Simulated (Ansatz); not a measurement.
# Ta7N8: the cost of one run

All numbers below are computed with Ansatz 0.2.0 (DFT PBE, plane waves, PAW, scalar-relativistic, collinear spin).

## 1. The starting structure

The cell holds 15 atoms (N8Ta7): a = 6.096 Å, b = 5.279 Å, c = 4.918 Å, α = 90.00°, β = 90.00°, γ = 90.00°.

Structure file:

```xyz
15
Lattice="-3.0480 -5.2793 0.0000 4.5720 -2.6396 0.0000 0.0000 0.0000 4.9180" Properties=species:S:1:pos:R:3 pbc="T T T"
Ta   -0.0372   -5.3249   -0.0509
Ta    0.0511   -5.2493    2.4375
N    -0.0097   -3.5053    1.2541
N     1.5238   -4.4315    3.7107
Ta   -1.4854   -2.6791    2.4100
N     3.0860   -3.5172    1.2013
N    -0.0080   -1.7494    3.6597
Ta    1.5171   -2.6367   -0.0208
Ta    1.5388   -2.6003    2.4507
N     1.5565   -0.8647    1.2493
N     3.0479   -1.7822    3.6921
Ta    0.0217    0.0751    0.0593
Ta   -0.0013    0.0285    2.4442
N     1.5448   -6.1848    1.2454
N    -1.4589   -4.4117    3.6572
```

## 2. Relaxing end A

The input, input.yaml:

```yaml
crystal:
  lattice:
    - [-3.048, -5.279291, 0.0]
    - [4.572, -2.639645, 0.0]
    - [0.0, 0.0, 4.918]
  atoms:
    - { symbol: Ta, position: [0.7595224, 0.4982157, -0.0103568] }
    - { symbol: Ta, position: [0.741541, 0.5055471, 0.4956193] }
    - { symbol: "N", position: [0.4987697, 0.3303939, 0.2550032] }
    - { symbol: "N", position: [0.5045848, 0.6696699, 0.7545079] }
    - { symbol: Ta, position: [0.5024431, 0.0100697, 0.4900379], spin: 1.0 }
    - { symbol: "N", position: [0.2465499, 0.8393351, 0.2442698] }
    - { symbol: "N", position: [0.2491809, 0.1643728, 0.7441487] }
    - { symbol: Ta, position: [0.2501472, 0.4985849, -0.004233] }
    - { symbol: Ta, position: [0.2432062, 0.4986982, 0.498312] }
    - { symbol: "N", position: [-0.0048202, 0.3372264, 0.2540249] }
    - { symbol: "N", position: [0.0031951, 0.6687759, 0.7507248] }
    - { symbol: Ta, position: [-0.0124498, -0.0035589, 0.0120642] }
    - { symbol: Ta, position: [-0.0039414, -0.0029095, 0.4969911] }
    - { symbol: "N", position: [0.7519366, 0.8391752, 0.2532365] }
    - { symbol: "N", position: [0.7463988, 0.1785071, 0.7436446] }
magnetization:
  spin_polarized: true
basis:
  ecutwfc: 420.0
kpoints:
  mp_grid: { grid: [2, 2, 2] }
hamiltonian:
  xc: pbe
  pseudopotentials: { kind: paw, azcp: { folder: soft_1 } }
scf:
  occupations: { method: gaussian, width: 0.02 }
  lower_state_search: "off"
relax:
  f_tol: 0.03
  max_steps: 60
  adjacent_minimum: "off"
```

Command:

```console
$ ansatz run input.yaml --threads 2 --pin off --max-ram 5120MiB --backend cpu --events-out ev --progress --plain --runs-dir out
```

What time and memory should one allow on 2 threads of Arm Neoverse V1, shared host?

About 98 s, with a peak of 0.55 GiB.
